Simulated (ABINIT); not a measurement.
Runs of ABINIT 10.8.3 (patched build) on Ge. It takes space group Cmmm (No. 65, orthorhombic). The conventional cell has a = 2.794 Å, b = 5.201 Å, c = 2.698 Å, α = 90.00°, β = 90.00°, γ = 90.00°. Ge (site symmetry mmm) is surrounded by 8 Ge at 2.70 to 2.95 Å. This isn't the form of Ge at room conditions, which is diamond.

```csv
level,gap on the mesh (eV),pressure (GPa)
AM05,none,-4.3
BLYP,none,5.6
PBEsol,none,-3.9
LDA,none,(b)
r2SCAN,none,(a)
```

Alike in all rows: task band structure; potentials or basis JTH PAW PBE v2.0; no spin polarisation; cell as given; k mesh 11 × 11 × 10; cutoff (eV) 707; smearing fermi-dirac 0.05 eV.

Q: Fill in the values left out.

A: (a) -2.8; (b) -5.5.

Caveats: the PAW data sets were made with another functional, which shifts forces and pressure a little.

A k mesh can miss the band edges, and the runs leave out spin-orbit coupling on Ge.

A gap of «none» marks a metal or a gap under the smearing width.
